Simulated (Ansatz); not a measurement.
AgCl (Chlorargyrite):

```
Ag Cl
1.0
     0.00000    2.73500    2.73500
     2.73500    0.00000    2.73500
     2.73500    2.73500    0.00000
Ag Cl
1 1
Cartesian
  0.0000 0.0000 0.0000
  2.7350 2.7350 2.7350
```

Base run:

```yaml
Program: Ansatz 0.2.0
Functional: LDA
Potentials_or_basis: all-electron LAPW, scalar-relativistic
Cutoff: 217 eV
Density_cutoff: 868 eV
Basis_error_allowed: 0.001 eV/atom
k_mesh: 8 × 8 × 8
Occupations: fermi-dirac, width 0.05 eV
Spin: no spin polarisation
```

Its results: band gap on the k mesh 0.61 eV, indirect (least direct gap 3.09 eV); pressure -3.8 GPa.

The run is repeated on the same cell with these changes: functional from LDA to PBEsol. What comes out?

Band gap on the k mesh 0.73 eV, indirect (least direct gap 3.18 eV); pressure -0.7 GPa.

PBEsol binds less tightly than LDA, so the same cell stands under more pressure.

Not every run made on this cell is shown here.
